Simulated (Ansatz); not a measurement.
## A series in volume per atom on BaHfO3

Results calculated with Ansatz 0.2.0, not measured. Density functional stress and forces at fixed atoms, pressure and stress positive in compression, spin-unpolarised plane waves.

Cell of the first row (space group Pm-3m, No. 221):
```
BaHfO3
1.0
      4.0100     0.0000     0.0000
      0.0000     4.0100     0.0000
      0.0000     0.0000     4.0100
Ba Hf O
1 1 3
Direct
  0.00000 0.00000 0.00000
  0.50000 0.50000 0.50000
  0.50000 0.50000 0.00000
  0.50000 0.00000 0.50000
  0.00000 0.50000 0.50000
```

Settings of every row: periodic directions 3; functional r2SCAN; spin orbit no; potentials PAW; wave cutoff 500 eV; k mesh 6x6x6; smearing width 0 eV.

Limits: no spin-orbit coupling, which can matter with elements this heavy; the cell comes from a prototype or a list of computed structures and needn't be the stable phase; atoms stay on their symmetric sites, though polar or tilted forms of a perovskite may lie lower.

```
row  volume per atom (Å³)  pressure (GPa)
  1                12.896           27.34
  2                13.303           19.07
  3                13.719           11.83
  4                14.143            5.51
  5                14.576               0
  6                15.018           -4.78
  7                15.468           -8.92
  8                15.928          -12.49
  9                16.396               ?
```

Question: what pressure should row 9 give?

Worked fit of pressure. Take u = (V_r/V)^(2/3) − 1 with V_r = 14.36 Å³ an atom, which is twice the finite (Eulerian) strain; such expansions in the strain, on which the Birch-Murnaghan equation of state is built, carry the rest volume and the bulk modulus. The shown rows have u = 0.07432, 0.05229, 0.03091, 0.0102, -0.0099, -0.02943, -0.04834, -0.06676. Least squares give pressure = 2.64 + 273.66 × u + 744.6 × u² + 605 × u³ GPa; a parabola predicts inner rows, each left out in turn, worse (root mean square 0.052 against 0.0044 GPa). All shown rows lie on it to the printed digit. The pressure vanishes at u = -0.0099, or V = 14.58 Å³ an atom, and there the bulk modulus with atoms relaxed is B = −V dP/dV = (2/3)(1 + u) dP/du = 171 GPa. The withheld row has u = -0.0846, so the fit gives 2.64 + 273.66 × (-0.0846) + 744.6 × (-0.0846)² + 605 × (-0.0846)³ = -15.55 GPa.

The calculation gave -15.56 GPa. The fit lies 0.01 GPa (0.023 % of the column's range) above it, one unit of the last digit. This row lies beyond the range of the fit.
